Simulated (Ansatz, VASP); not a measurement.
## Ta: VASP beside Ansatz

```
Ta
1.0
    -1.55095    1.55095    1.74792
     1.55095   -1.55095    1.74792
     1.55095    1.55095   -1.74792
Ta
1
Direct
  0.00000 0.00000 0.00000
```

Alike in both runs: task single point; functional PBE; k mesh 20 × 20 × 20; occupations gaussian, width 0.15 eV; no spin polarisation.

|  | VASP | Ansatz |
| --- | --- | --- |
| version | VASP 6.6.1 | Ansatz 0.2.0 |
| potentials or method | VASP PAW PBE potentials, release 64 (Ta_pv) | scalar-relativistic, plane waves, PAW |
| plane-wave cutoff (eV) | 520 | 420 |
| valence electrons in the cell | 11 | 13 |

|  | VASP | Ansatz | Ansatz less VASP |
| --- | --- | --- | --- |
| gap on the k mesh at the Fermi level (eV) | none | none | - |
| pressure (GPa) | 20.7 | 20.4 | -0.25 |
| largest component of the traceless stress (GPa) | 9.69 | 9.69 | -0.006 |

A gap of «none» marks a metal or a gap that the smearing closes. The two sets of potentials don't hold the same shells in valence.

Caveats: so large a pressure means that the cell lies far from this level's equilibrium, or that cutoff or potentials fall short (VASP). Spin-orbit coupling is left out, which matters for the levels of Ta.
